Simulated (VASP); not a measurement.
# TiN (Fm-3m) in VASP: notebook

One crystal, TiN, is run at these levels: PBEsol; tasks: relaxation of cell and atoms.

All numbers are computed with VASP 6.6.1; they aren't measurements. Logs are shortened: lines on timing, memory, paths and dates and some standing lists are left out, and cuts for length are marked.

### 1 The structure

It takes space group Fm-3m (No. 225, cubic). Conventional cell: a = 4.238 Å, b = 4.238 Å, c = 4.238 Å, α = 90.00°, β = 90.00°, γ = 90.00°. Around Ti (site symmetry m-3m) lie 6 N at 2.12 Å. N (site symmetry m-3m) is surrounded by 6 Ti at 2.12 Å.

### 2 Relaxation of cell and atoms, PBEsol

The input, INCAR:

```
SYSTEM = TiN
ALGO = Normal ; EDIFF = 1E-7
EDIFFG = -0.002 ; ENCUT = 520
GGA = PS ; IBRION = 2
ISIF = 3 ; ISMEAR = 0
LASPH = .TRUE. ; LCHARG = .FALSE.
LREAL = .FALSE. ; LWAVE = .FALSE.
NELM = 60 ; NSW = 80
PREC = Accurate ; SIGMA = 0.02
```

The input, KPOINTS:

```
k-points
0
G
  12 12 12
  0 0 0
```

The input, POSCAR:

```
TiN
1.0
    0.0000000000      2.1190000000      2.1190000000
    2.1190000000      0.0000000000      2.1190000000
    2.1190000000      2.1190000000      0.0000000000
Ti N
1 1
Direct
    0.0000000000      0.0000000000      0.0000000000
    0.5000000000      0.5000000000      0.5000000000
```

Potentials or basis: VASP PAW PBE potentials, release 64 (Ti_sv, N).

Command:

```
$ cat potpaw_PBE.64/Ti_sv/POTCAR potpaw_PBE.64/N/POTCAR > POTCAR
$ mpirun -np 1 vasp_std > vasp.out
```

OUTCAR:

```text
SYSTEM = TiN
   EDIFF = 1E-7
   EDIFFG = -0.002
   ENCUT = 520
   GGA = PS
   IBRION = 2
   ISIF = 3
   ISMEAR = 0
   LASPH = .TRUE.
   LREAL = .FALSE.
   NELM = 60
   NSW = 80
   PREC = Accurate

 ion  position               nearest neighbor table
   1  0.000  0.000  0.000-   2 2.12   2 2.12   2 2.12   2 2.12   2 2.12   2 2.12
   2  0.500  0.500  0.500-   1 2.12   1 2.12   1 2.12   1 2.12   1 2.12   1 2.12

  LATTYP: Found a face centered cubic cell.
 ALAT       =     4.2380000000

  Lattice vectors:

 A1 = (   0.0000000000,   2.1190000000,   2.1190000000)
 A2 = (   2.1190000000,   0.0000000000,   2.1190000000)
 A3 = (   2.1190000000,   2.1190000000,   0.0000000000)

Analysis of symmetry for initial positions (statically):
=====================================================================
 Subroutine PRICEL returns:
 Original cell was already a primitive cell.

 Routine SETGRP: Setting up the symmetry group for a
 face centered cubic supercell.

 Subroutine GETGRP returns: Found 48 space group operations
 (whereof 48 operations were pure point group operations)
 out of a pool of 48 trial point group operations.

The static configuration has the point symmetry O_h .

Analysis of symmetry for dynamics (positions and initial velocities):
=====================================================================
 Subroutine PRICEL returns:
 Original cell was already a primitive cell.

 Routine SETGRP: Setting up the symmetry group for a
 face centered cubic supercell.

 Subroutine GETGRP returns: Found 48 space group operations
 (whereof 48 operations were pure point group operations)
 out of a pool of 48 trial point group operations.

The dynamic configuration has the point symmetry O_h .

 Subroutine INISYM returns: Found 48 space group operations
 (whereof 48 operations are pure point group operations),
 and found     1 'primitive' translations

----------------------------------------------------------------------------------------

                                     Primitive cell

  volume of cell :      19.0293

  direct lattice vectors                    reciprocal lattice vectors
     0.000000000  2.119000000  2.119000000    -0.235960359  0.235960359  0.235960359
     2.119000000  0.000000000  2.119000000     0.235960359 -0.235960359  0.235960359
     2.119000000  2.119000000  0.000000000     0.235960359  0.235960359 -0.235960359

  length of vectors
     2.996718539  2.996718539  2.996718539     0.408695330  0.408695330  0.408695330

  position of ions in fractional coordinates (direct lattice)
     0.000000000  0.000000000  0.000000000
     0.500000000  0.500000000  0.500000000

  ion indices of the primitive-cell ions
   primitive index   ion index
                 1           1
                 2           2

----------------------------------------------------------------------------------------

 KPOINTS: k-points

Automatic generation of k-mesh.
 Grid dimensions read from file:
 generate k-points for:   12   12   12

 Generating k-lattice:

  Cartesian coordinates                     Fractional coordinates (reciprocal lattice)
    -0.019663363  0.019663363  0.019663363     0.083333333  0.000000000  0.000000000
     0.019663363 -0.019663363  0.019663363     0.000000000  0.083333333  0.000000000
     0.019663363  0.019663363 -0.019663363     0.000000000  0.000000000  0.083333333

  Length of vectors
     0.034057944  0.034057944  0.034057944

  Shift w.r.t. Gamma in fractional coordinates (k-lattice)
     0.000000000  0.000000000  0.000000000

 Subroutine IBZKPT returns following result:
 ===========================================

 Found     72 irreducible k-points:

 Following reciprocal coordinates:
            Coordinates               Weight
  0.000000  0.000000  0.000000      1.000000
  0.083333  0.000000  0.000000      8.000000
  0.166667  0.000000  0.000000      8.000000
  0.250000  0.000000  0.000000      8.000000
  0.333333  0.000000  0.000000      8.000000
  0.416667  0.000000  0.000000      8.000000
[... 16 lines left out ...]
  0.500000  0.166667  0.000000     24.000000
 -0.416667  0.166667  0.000000     24.000000
 [... further k-points ...]
   k-points           NKPTS =     72   k-points in BZ     NKDIM =     72   number of bands    NBANDS=     12
   number of dos      NEDOS =    301   number of ions     NIONS =      2
   total plane-waves  NPLWV =  13824
   dimension x,y,z NGX =    24 NGY =   24 NGZ =   24
   dimension x,y,z NGXF=    48 NGYF=   48 NGZF=   48
   ions per type =               1   1
   NGX,Y,Z   is equivalent  to a cutoff of  13.31, 13.31, 13.31 a.u.
   NGXF,Y,Z  is equivalent  to a cutoff of  26.63, 26.63, 26.63 a.u.
 SYSTEM =  TiN
   PREC   = accura    normal or accurate (medium, high low for compatibility)
   ISTART =      0    job   : 0-new  1-cont  2-samecut
   ICHARG =      2    charge: 1-file 2-atom 10-const
   ISPIN  =      1    spin polarized calculation?
   LNONCOLLINEAR =      F non collinear calculations
   LSORBIT =      F    spin-orbit coupling
   LASPH  =      T    aspherical Exc in radial PAW
   ENCUT  =  520.0 eV  38.22 Ry    6.18 a.u.   5.57  5.57  5.57*2*pi/ulx,y,z
   NELM   =     60;   NELMIN=  2; NELMDL= -5     # of ELM steps
   EDIFF  = 0.1E-06   stopping-criterion for ELM
   LREAL  =      F    real-space projection
   EDIFFG = -.2E-02   stopping-criterion for IOM
   NSW    =     80    number of steps for IOM
   IBRION =      2    ionic relax: 0-MD 1-quasi-New 2-CG
   NFREE  =      1    steps in history (QN), initial steepest desc. (CG)
   ISIF   =      3    stress and relaxation
   ISYM   =      2    0-nonsym 1-usesym 2-fastsym
   POTIM  = 0.5000    time-step for ionic-motion
   TEBEG  =    0.0;   TEEND  =   0.0 temperature during run
   PSTRESS=    0.0 pullay stress
   NELECT =      17.0000    total number of electrons
   NUPDOWN=      -1.0000    fix difference up-down
   EMIN   =  10.00;   EMAX   =-10.00  energy-range for DOS
   EFERMI =   0.00;   METHOD = LEGACY
   ISMEAR =     0;   SIGMA  =   0.02  broadening in eV -4-tet -1-fermi 0-gaus
   EFERMI_NEDOS =   21; number of points for ismear=-14 and -15
   IALGO  =     38    algorithm
   IMIX   =      4    mixing-type and parameters
     AMIX     =   0.40;   BMIX     =  1.00
     AMIX_MAG =   1.60;   BMIX_MAG =  1.00
  volume/ion in A,a.u.               =       9.51        64.21
  Fermi-wavevector in a.u.,A,eV,Ry     =   1.576704  2.979539 33.824024  2.485996
  Thomas-Fermi vector in A             =   2.677497
   LORBIT       =      0    0 simple, 1 ext, 2 COOP (PROOUT), +10 PAW based schemes
   GGA     = PS    functional components
   LHFCALC =     F    Hartree Fock is set to
   AEXX    =    0.0000 exact exchange contribution
   IVDW    =     0    specifies the selected vdW correction
   LEPSILON=     F    determine dielectric tensor
   LRPA    =     F    only Hartree local field effects (RPA)
 conjugate gradient relaxation of ions
 non-spin polarized calculation
 Gauss-broadening in eV      SIGMA  =   0.02
  energy-cutoff  :      520.00
  volume of cell :       19.03
 maximum number of plane-waves:       532
 NGX is ok and might be reduce to    24
   NGX = 11   NGY = 11   NGZ = 11

--------------------------------------- Ionic step        1  -------------------------------------------

 number of electron      17.0000002 magnetization

 Free energy of the ion-electron system (eV)
  ---------------------------------------------------
  ext. energy  EPLUGINS =         0.00000000
  ---------------------------------------------------
  free energy    TOTEN  =       -20.77315840 eV

  energy without entropy =      -20.77275037  energy(sigma->0) =      -20.77295439

------------------------ aborting loop because EDIFF is reached ----------------------------------------

  FORCE on cell =-STRESS in cart. coord.  units (eV):
  Direction    XX          YY          ZZ          XY          YZ          ZX
  --------------------------------------------------------------------------------------
  -------------------------------------------------------------------------------------
  Total       -0.7652869     -0.7652869     -0.7652869      0.0000000      0.0000000      0.0000000
  in kB      -64.4335385    -64.4335385    -64.4335385      0.0000000      0.0000000      0.0000000
  external PRESSURE =     -64.4335385 kB  Pullay stress =       0.0000000 kB
[... 165 lines left out ...]
  energy  without entropy=      -20.7814691993  energy(sigma->0) =      -20.78167222

--------------------------------------- Ionic step        6  -------------------------------------------

 number of electron      16.9999999 magnetization

 Free energy of the ion-electron system (eV)
  ---------------------------------------------------
  ext. energy  EPLUGINS =         0.00000000
  ---------------------------------------------------
  free energy    TOTEN  =       -20.78187643 eV

  energy without entropy =      -20.78147039  energy(sigma->0) =      -20.78167341

 E-fermi :  11.5920     XC(G=0): -13.3631

 val. band max:       11.5874331452   @ k =   0.5000   0.2500   0.0833
 cond. band min:      11.5962865762   @ k =   0.1667   0.0000   0.0000
 fundamental gap:      0.0088534310
 Fermi energy:        11.5920097213

 k-point     1 :       0.0000    0.0000    0.0000
  band No.  band energies     occupation
      1     -45.9232      2.00000
      2     -21.9832      2.00000
      3     -21.9832      2.00000
      4     -21.9832      2.00000
      5      -5.5403      2.00000
      6       9.6045      2.00000
      7       9.6045      2.00000
      8       9.6045      2.00000
      9      10.9981      2.00000
     10      10.9981      2.00000
     11      10.9981      2.00000
     12      12.2455      0.00000
[... 331 lines left out ...]
 k-point    24 :      -0.4167    0.1667    0.0000
  band No.  band energies     occupation
      1     -45.8009      2.00000
      2     -22.6272      2.00000
      3     -22.1704      2.00000
      4     -22.0699      2.00000
      5      -3.1533      2.00000
      6       3.9937      2.00000
      7       6.0990      2.00000
      8       6.2493      2.00000
      9      12.9721      0.00000
     10      13.3139      0.00000
     11      13.8553      0.00000
     12      16.3235      0.00000

 [... further k-points ...]

------------------------ aborting loop because EDIFF is reached ----------------------------------------

  FORCE on cell =-STRESS in cart. coord.  units (eV):
  Direction    XX          YY          ZZ          XY          YZ          ZX
  --------------------------------------------------------------------------------------
  -------------------------------------------------------------------------------------
  Total       -0.0023703     -0.0023703     -0.0023703     -0.0000000     -0.0000000      0.0000000
  in kB       -0.2041311     -0.2041311     -0.2041311     -0.0000000     -0.0000000      0.0000000
  external PRESSURE =      -0.2041311 kB  Pullay stress =       0.0000000 kB
[... 17 lines left out ...]
  FREE ENERGIE OF THE ION-ELECTRON SYSTEM (eV)
  ---------------------------------------------------
  free  energy   TOTEN  =       -20.7818764252 eV

  energy  without entropy=      -20.7814703864  energy(sigma->0) =      -20.78167341

 reached required accuracy - stopping structural energy minimisation
```

Wall time 48 s (1 thread of Intel Xeon Platinum 8488C (Sapphire Rapids), shared host); peak memory 0.15 GiB.

Results:

| Item | Value |
| --- | --- |
| Free energy | -20.7819 eV |
| Relaxed volume | 9.30 Å³/atom |
| Relaxed cell | a = 2.974 Å, b = 2.974 Å, c = 2.974 Å, α = 60.00°, β = 60.00°, γ = 60.00° |
| Space group after relaxing (to 0.05 Å) | Fm-3m (No. 225) |
| Energy gained by relaxing | 4.4 meV/atom |
| Ionic steps | 6 |
| Pressure after relaxing | 0.0 GPa |
| Band gap on the k mesh | none (metal or under the smearing width) |

The path:
| step | energy change (eV) | largest force (eV/Å) | pressure (GPa) | volume (Å³) |
| --- | --- | --- | --- | --- |
| 1 | 0.0000 | 0.0000 | -6.44 | 19.03 |
| 2 | 0.0110 | 0.0000 | 10.67 | 17.99 |
| 3 | -0.0087 | 0.0000 | -0.06 | 18.61 |
| 4 | -0.0087 | 0.0000 | 0.07 | 18.60 |
| 5 | -0.0087 | 0.0000 | -0.08 | 18.61 |
| 6 | -0.0087 | 0.0000 | -0.02 | 18.60 |

Final structure:
```cif
data_structure
_symmetry_space_group_name_H-M 'P 1'
_symmetry_Int_Tables_number 1
_cell_length_a 2.9742
_cell_length_b 2.9742
_cell_length_c 2.9742
_cell_angle_alpha 60.000
_cell_angle_beta 60.000
_cell_angle_gamma 60.000
_cell_volume 18.60
loop_
_atom_site_label
_atom_site_type_symbol
_atom_site_fract_x
_atom_site_fract_y
_atom_site_fract_z
_atom_site_occupancy
Ti1 Ti 0.00000 0.00000 0.00000 1
N1 N 0.50000 0.50000 0.50000 1
```

Levels at points of the mesh, in eV from the Fermi level:
| k point | band 7 | band 8 | band 9 | band 10 | band 11 | band 12 |
| --- | --- | --- | --- | --- | --- | --- |
| (0.00, 0.00, 0.00) | -1.99 | -1.99 | -0.59 | -0.59 | -0.59 | 0.65 |
| (0.50, 0.00, 0.00) | -5.56 | -5.56 | 1.83 | 1.83 | 2.54 | 6.04 |
| (0.50, 0.50, 0.00) | -3.19 | -3.19 | -3.16 | 1.77 | 2.57 | 2.57 |

Caveat: the PAW data sets were made with another functional, which shifts forces and pressure a little.

### 3 Relaxation of cell and atoms, PBEsol

This run uses another cell than the first one, of 9.30 Å³/atom, 0.978 times its volume.

INCAR is that of step 2.

KPOINTS is that of step 2.

The input, POSCAR:

```
TiN                                     
1.0
    0.0000000000      2.1031001969      2.1031001969
    2.1031001969     -0.0000000000      2.1031001969
    2.1031001969      2.1031001969      0.0000000000
  Ti              N             
     1     1
Direct
     0.0000000000000000    0.0000000000000000    0.0000000000000000
     0.5000000000000000    0.5000000000000000    0.5000000000000000
```

Potentials or basis: VASP PAW PBE potentials, release 64 (Ti_sv, N).

Command:

```
$ cat potpaw_PBE.64/Ti_sv/POTCAR potpaw_PBE.64/N/POTCAR > POTCAR
$ mpirun -np 1 vasp_std > vasp.out
```

OUTCAR:

```text
SYSTEM = TiN
   EDIFF = 1E-7
   EDIFFG = -0.002
   ENCUT = 520
   GGA = PS
   IBRION = 2
   ISIF = 3
   ISMEAR = 0
   LASPH = .TRUE.
   LREAL = .FALSE.
   NELM = 60
   NSW = 80
   PREC = Accurate

 ion  position               nearest neighbor table
   1  0.000  0.000  0.000-   2 2.10   2 2.10   2 2.10   2 2.10   2 2.10   2 2.10
   2  0.500  0.500  0.500-   1 2.10   1 2.10   1 2.10   1 2.10   1 2.10   1 2.10

  LATTYP: Found a face centered cubic cell.
 ALAT       =     4.2062003938

  Lattice vectors:

 A1 = (   0.0000000000,   2.1031001969,   2.1031001969)
 A2 = (   2.1031001969,   0.0000000000,   2.1031001969)
 A3 = (   2.1031001969,   2.1031001969,   0.0000000000)

Analysis of symmetry for initial positions (statically):
=====================================================================
 Subroutine PRICEL returns:
 Original cell was already a primitive cell.

 Routine SETGRP: Setting up the symmetry group for a
 face centered cubic supercell.

 Subroutine GETGRP returns: Found 48 space group operations
 (whereof 48 operations were pure point group operations)
 out of a pool of 48 trial point group operations.
[... 180 lines left out ...]
      6       9.6044      2.00000
      7       9.6044      2.00000
      8       9.6044      2.00000
      9      10.9982      2.00000
     10      10.9982      2.00000
     11      10.9982      2.00000
     12      12.2456      0.00000
[... 331 lines left out ...]
 k-point    24 :      -0.4167    0.1667    0.0000
  band No.  band energies     occupation
      1     -45.8010      2.00000
      2     -22.6271      2.00000
      3     -22.1703      2.00000
      4     -22.0697      2.00000
      5      -3.1532      2.00000
      6       3.9935      2.00000
      7       6.0990      2.00000
      8       6.2492      2.00000
      9      12.9721      0.00000
     10      13.3140      0.00000
     11      13.8554      0.00000
     12      16.3236      0.00000

 [... further k-points ...]

------------------------ aborting loop because EDIFF is reached ----------------------------------------

  FORCE on cell =-STRESS in cart. coord.  units (eV):
  Direction    XX          YY          ZZ          XY          YZ          ZX
  --------------------------------------------------------------------------------------
  -------------------------------------------------------------------------------------
  Total       -0.0005887     -0.0005887     -0.0005887     -0.0000000     -0.0000000     -0.0000000
  in kB       -0.0506976     -0.0506976     -0.0506976     -0.0000000     -0.0000000     -0.0000000
  external PRESSURE =      -0.0506976 kB  Pullay stress =       0.0000000 kB

 VOLUME and BASIS-vectors are now :
 -----------------------------------------------------------------------------
  energy-cutoff  :      520.00
  volume of cell :       18.60
      direct lattice vectors                 reciprocal lattice vectors
     0.000000000  2.103100197  2.103100197    -0.237744260  0.237744260  0.237744260
     2.103100197  0.000000000  2.103100197     0.237744260 -0.237744260  0.237744260
     2.103100197  2.103100197  0.000000000     0.237744260  0.237744260 -0.237744260

 POSITION                                       TOTAL-FORCE (eV/Angst)
 -----------------------------------------------------------------------------------
      0.00000      0.00000      0.00000         0.000000      0.000000      0.000000
      2.10310      2.10310      2.10310        -0.000000     -0.000000     -0.000000
 -----------------------------------------------------------------------------------
    total drift:                                0.000000     -0.000000     -0.000000

  FREE ENERGIE OF THE ION-ELECTRON SYSTEM (eV)
  ---------------------------------------------------
  free  energy   TOTEN  =       -20.7814529079 eV

  energy  without entropy=      -20.7810469209  energy(sigma->0) =      -20.78124991

 reached required accuracy - stopping structural energy minimisation
```

It took 13 s on 1 thread of Intel Xeon Platinum 8488C (Sapphire Rapids), shared host; peak memory 0.15 GiB.

Results:

- Free energy: -20.7815 eV
- Pressure after relaxing: 0.0 GPa
- Band gap on the k mesh: none (metal or under the smearing width)

Final structure:
```xyz
2
Lattice="0.0000 2.1031 2.1031 2.1031 0.0000 2.1031 2.1031 2.1031 0.0000" Properties=species:S:1:pos:R:3 pbc="T T T"
Ti    0.0000    0.0000    0.0000
N     2.1031    2.1031    2.1031
```

Caveat: the relaxation stopped at its first step, so nothing moved; the PAW data sets were made with another functional, which shifts forces and pressure a little.
